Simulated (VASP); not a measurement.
# CdS (series) (P6_3mc) in VASP: further runs

One crystal, CdS (series), is run at these levels: PBE; tasks: single point.

All numbers are computed with VASP 6.6.1; they aren't measurements. Logs are shortened: lines on timing, memory, paths and dates and some standing lists are left out, and cuts for length are marked.

## (1) The cell of the first run

Symmetry: P6_3mc, No. 186, hexagonal system. Conventional cell: a = 4.150 Å, b = 4.150 Å, c = 6.737 Å, α = 90.00°, β = 90.00°, γ = 120.00°. Around Cd (site symmetry 3m) lie 4 S at 2.53 to 2.54 Å. Around S (site symmetry 3m) lie 4 Cd at 2.53 to 2.54 Å.

## (2) Single point, PBE (cutoff)

INCAR

```
ALGO = Normal
EDIFF = 1E-6
ENCUT = 520
GGA = PE
ISIF = 2
ISMEAR = 0
LASPH = True
LCHARG = True
LELF = True
LREAL = False
LVHAR = True
LWAVE = False
NBANDS = 26
NELM = 100
PREC = Accurate
SIGMA = 0.02
```

KPOINTS

```
k-points
0
Gamma
  6 6 4
```

POSCAR

```
CdS
1.0
    4.1500000000      0.0000000000      0.0000000000
   -2.0750000000      3.5940054257      0.0000000000
    0.0000000000      0.0000000000      6.7370000000
Cd S
2 2
Direct
    0.3333333333      0.6666666667      0.0000000000
    0.6666666667      0.3333333333      0.5000000000
    0.3333333333      0.6666666667      0.3750000000
    0.6666666667      0.3333333333      0.8750000000
```

Potentials or basis: VASP PAW PBE potentials, release 64 (Cd, S).

Started as:

```sh
$ cat potpaw_PBE.64/Cd/POTCAR potpaw_PBE.64/S/POTCAR > POTCAR
$ mpirun -np 1 vasp_std > vasp.out
```

OUTCAR:

```text
EDIFF = 1E-6
   ENCUT = 520
   GGA = PE
   ISIF = 2
   ISMEAR = 0
   LASPH = True
   LREAL = False
   NELM = 100
   PREC = Accurate

 ion  position               nearest neighbor table
   1  0.333  0.667  0.000-   3 2.53   4 2.54   4 2.54   4 2.54
   2  0.667  0.333  0.500-   4 2.53   3 2.54   3 2.54   3 2.54
   3  0.333  0.667  0.375-   1 2.53   2 2.54   2 2.54   2 2.54
   4  0.667  0.333  0.875-   2 2.53   1 2.54   1 2.54   1 2.54

  LATTYP: Found a hexagonal cell.
 ALAT       =     4.1500000000
 C/A-ratio  =     1.6233734940

  Lattice vectors:

 A1 = (   4.1500000000,   0.0000000000,   0.0000000000)
 A2 = (  -2.0750000000,   3.5940054257,   0.0000000000)
 A3 = (   0.0000000000,   0.0000000000,   6.7370000000)

Analysis of symmetry for initial positions (statically):
=====================================================================
 Subroutine PRICEL returns:
 Original cell was already a primitive cell.

 Routine SETGRP: Setting up the symmetry group for a
 hexagonal supercell.

 Subroutine GETGRP returns: Found 12 space group operations
 (whereof  6 operations were pure point group operations)
 out of a pool of 24 trial point group operations.

The static configuration has the point symmetry C_3v.
 The point group associated with its full space group is C_6v.

Analysis of symmetry for dynamics (positions and initial velocities):
=====================================================================
 Subroutine PRICEL returns:
 Original cell was already a primitive cell.

 Routine SETGRP: Setting up the symmetry group for a
 hexagonal supercell.

 Subroutine GETGRP returns: Found 12 space group operations
 (whereof  6 operations were pure point group operations)
 out of a pool of 24 trial point group operations.

The dynamic configuration has the point symmetry C_3v.
 The point group associated with its full space group is C_6v.

 Subroutine INISYM returns: Found 12 space group operations
 (whereof  6 operations are pure point group operations),
 and found     1 'primitive' translations

----------------------------------------------------------------------------------------

                                     Primitive cell

  volume of cell :     100.4832

  direct lattice vectors                    reciprocal lattice vectors
[... 86 lines left out ...]
   NELM   =    100;   NELMIN=  2; NELMDL= -5     # of ELM steps
   EDIFF  = 0.1E-05   stopping-criterion for ELM
   LREAL  =      F    real-space projection
   EDIFFG = 0.1E-04   stopping-criterion for IOM
   NSW    =      0    number of steps for IOM
   IBRION =     -1    ionic relax: 0-MD 1-quasi-New 2-CG
   NFREE  =      0    steps in history (QN), initial steepest desc. (CG)
   ISIF   =      2    stress and relaxation
   ISYM   =      2    0-nonsym 1-usesym 2-fastsym
   POTIM  = 0.5000    time-step for ionic-motion
   TEBEG  =    0.0;   TEEND  =   0.0 temperature during run
   PSTRESS=    0.0 pullay stress
   NELECT =      36.0000    total number of electrons
   NUPDOWN=      -1.0000    fix difference up-down
   EMIN   =  10.00;   EMAX   =-10.00  energy-range for DOS
   EFERMI =   0.00;   METHOD = LEGACY
   ISMEAR =     0;   SIGMA  =   0.02  broadening in eV -4-tet -1-fermi 0-gaus
   EFERMI_NEDOS =   21; number of points for ismear=-14 and -15
   IALGO  =     38    algorithm
   IMIX   =      4    mixing-type and parameters
     AMIX     =   0.40;   BMIX     =  1.00
     AMIX_MAG =   1.60;   BMIX_MAG =  1.00
  volume/ion in A,a.u.               =      25.12       169.52
  Fermi-wavevector in a.u.,A,eV,Ry     =   1.162727  2.197236 18.394190  1.351935
  Thomas-Fermi vector in A             =   2.299285
   LORBIT       =      0    0 simple, 1 ext, 2 COOP (PROOUT), +10 PAW based schemes
   GGA     = PE    functional components
   LHFCALC =     F    Hartree Fock is set to
   AEXX    =    0.0000 exact exchange contribution
   IVDW    =     0    specifies the selected vdW correction
   LEPSILON=     F    determine dielectric tensor
   LRPA    =     F    only Hartree local field effects (RPA)
 non-spin polarized calculation
 Gauss-broadening in eV      SIGMA  =   0.02
  energy-cutoff  :      520.00
  volume of cell :      100.48
 maximum number of plane-waves:      2731
 NGX is ok and might be reduce to    32
   NGX = 15   NGY = 15   NGZ = 25

 number of electron      35.9999997 magnetization

 Free energy of the ion-electron system (eV)
  ---------------------------------------------------
  ext. energy  EPLUGINS =         0.00000000
  ---------------------------------------------------
  free energy    TOTEN  =       -12.26565964 eV

  energy without entropy =      -12.26565964  energy(sigma->0) =      -12.26565964

 E-fermi :   1.2988     XC(G=0):  -9.0849

 val. band max:        1.2063630997   @ k =   0.0000   0.0000   0.0000
 cond. band min:       2.4047587159   @ k =   0.0000   0.0000   0.0000
 fundamental gap:      1.1983956162
 Fermi energy:         1.2987896553

 k-point     1 :       0.0000    0.0000    0.0000
  band No.  band energies     occupation
      1     -11.0902      2.00000
      2     -10.6655      2.00000
      3      -6.4674      2.00000
      4      -6.4453      2.00000
      5      -6.4453      2.00000
      6      -6.3599      2.00000
[... 598 lines left out ...]
     25      10.5398      0.00000
     26      10.5398      0.00000

------------------------ aborting loop because EDIFF is reached ----------------------------------------

  FORCE on cell =-STRESS in cart. coord.  units (eV):
  Direction    XX          YY          ZZ          XY          YZ          ZX
  --------------------------------------------------------------------------------------
  -------------------------------------------------------------------------------------
  Total        1.3785473      1.3785473      1.7828313      0.0000000     -0.0000000      0.0000000
  in kB       21.9805667     21.9805667     28.4267657      0.0000000     -0.0000000      0.0000000
  external PRESSURE =      24.1292997 kB  Pullay stress =       0.0000000 kB

 VOLUME and BASIS-vectors are now :
 -----------------------------------------------------------------------------
  energy-cutoff  :      520.00
  volume of cell :      100.48
      direct lattice vectors                 reciprocal lattice vectors
     4.150000000  0.000000000  0.000000000     0.240963855  0.139120547  0.000000000
    -2.075000000  3.594005426  0.000000000     0.000000000  0.278241094  0.000000000
     0.000000000  0.000000000  6.737000000     0.000000000  0.000000000  0.148434021

 POSITION                                       TOTAL-FORCE (eV/Angst)
 -----------------------------------------------------------------------------------
     -0.00000      2.39600      0.00000        -0.000000      0.000000     -0.068598
      2.07500      1.19800      3.36850        -0.000000     -0.000000     -0.068598
     -0.00000      2.39600      2.52637         0.000000     -0.000000      0.068598
      2.07500      1.19800      5.89487        -0.000000      0.000000      0.068598
 -----------------------------------------------------------------------------------
    total drift:                               -0.000000     -0.000000     -0.000656

  FREE ENERGIE OF THE ION-ELECTRON SYSTEM (eV)
  ---------------------------------------------------
  free  energy   TOTEN  =       -12.2656596372 eV

  energy  without entropy=      -12.2656596372  energy(sigma->0) =      -12.26565964
```

OSZICAR:

```text
N       E                     dE             d eps       ncg     rms          rms(c)
DAV:   1     0.244253642160E+03    0.24425E+03   -0.17457E+04  1092   0.127E+03
DAV:   2    -0.403488650963E-01   -0.24429E+03   -0.23616E+03  1190   0.318E+02
DAV:   3    -0.132207571512E+02   -0.13180E+02   -0.13108E+02  1302   0.734E+01
DAV:   4    -0.133530077274E+02   -0.13225E+00   -0.13212E+00  1210   0.715E+00
DAV:   5    -0.133550913988E+02   -0.20837E-02   -0.20836E-02  1302   0.893E-01    0.112E+01
DAV:   6    -0.122889085103E+02    0.10662E+01   -0.19033E+00  1434   0.142E+01    0.885E+00
DAV:   7    -0.122695910824E+02    0.19317E-01   -0.72926E-01  1148   0.455E+00    0.397E+00
DAV:   8    -0.122665349520E+02    0.30561E-02   -0.87285E-02  1188   0.293E+00    0.544E-01
DAV:   9    -0.122653081444E+02    0.12268E-02   -0.14549E-02  1206   0.150E+00    0.156E-01
DAV:  10    -0.122655042272E+02   -0.19608E-03   -0.12311E-03  1174   0.356E-01    0.115E-01
DAV:  11    -0.122656562062E+02   -0.15198E-03   -0.28803E-04  1244   0.119E-01    0.838E-02
DAV:  12    -0.122656551613E+02    0.10449E-05   -0.15117E-04  1136   0.944E-02    0.156E-02
DAV:  13    -0.122656589662E+02   -0.38049E-05   -0.18585E-05  1270   0.266E-02    0.606E-03
DAV:  14    -0.122656596372E+02   -0.67106E-06   -0.24178E-06   960   0.142E-02
   1 F= -.12265660E+02 E0= -.12265660E+02  d E =-.831815E-13
```

stdout:

```text
POSCAR found type information on POSCAR CdS
 POSCAR found :  2 types and       4 ions
 scaLAPACK will be used
 LDA part: xc-table for (Slater+PW92), standard interpolation
 POSCAR, INCAR and KPOINTS ok, starting setup
 FFT: planning ... GRIDC
 FFT: planning ... GRID_SOFT
 FFT: planning ... GRID
 WAVECAR not read
 entering main loop
```

It took 26 s on 1 thread of Intel Xeon Platinum 8488C (Sapphire Rapids), shared host; peak memory 0.23 GiB.

Results:

```
Free energy            : -12.2657 eV
Pressure               : 2.4 GPa
Largest force          : 0.069 eV/Å
Band gap on the k mesh : 1.20 eV, direct
```

Forces on the atoms (eV/Å):
```
Cd   0.000  0.000 -0.069
Cd   0.000  0.000 -0.069
S    0.000  0.000  0.069
S    0.000  0.000  0.069
```

## (3) Single point, PBE (cutoff)

INCAR

```
PREC = Accurate ; ENCUT = 520
EDIFF = 1E-6 ; ISMEAR = 0
SIGMA = 0.02 ; LREAL = False
LASPH = True ; NELM = 100
ALGO = Fast ; ISIF = 2
LWAVE = False ; LCHARG = False
GGA = PE ; NBANDS = 26
```

KPOINTS

```
regular mesh
0
Gamma
  6 6 4
```

POSCAR is that of step 2.

Potentials or basis: VASP PAW PBE potentials, release 64 (Cd, S).

Started as:

```sh
$ cat potpaw_PBE.64/Cd/POTCAR potpaw_PBE.64/S/POTCAR > POTCAR
$ mpirun -np 1 vasp_std > vasp.out
```

Wall time 27 s (1 thread of Intel Xeon Platinum 8488C (Sapphire Rapids), shared host); peak memory 0.23 GiB.

The run converged. Its results:

* Free energy: -12.2657 eV
* Pressure: 2.4 GPa
* Largest force: 0.069 eV/Å
* Band gap on the k mesh: 1.20 eV, direct

Forces in eV/Å, atoms in the order of the input:
```
Cd   0.000  0.000 -0.069
Cd   0.000  0.000 -0.069
S    0.000  0.000  0.069
S    0.000  0.000  0.069
```

Stress tensor (GPa, compression positive):
```
2.20 0.00 0.00
0.00 2.20 0.00
0.00 0.00 2.85
```

Levels at points of the mesh, in eV from the valence-band top:
```tsv
k point	band 15	band 16	band 17	band 18	band 19	band 20	band 21	band 22
(0.00, 0.00, 0.00)	-0.76	-0.04	0.00	0.00	1.20	2.79	6.47	6.47
(0.50, 0.00, 0.00)	-2.62	-1.85	-1.28	-0.73	3.71	3.88	5.11	6.39
(0.00, 0.00, 0.50)	-0.39	-0.39	-0.39	-0.39	2.84	2.84	6.20	6.20
(0.50, 0.00, 0.50)	-1.32	-1.32	-1.31	-1.31	3.48	3.48	5.39	5.39
```
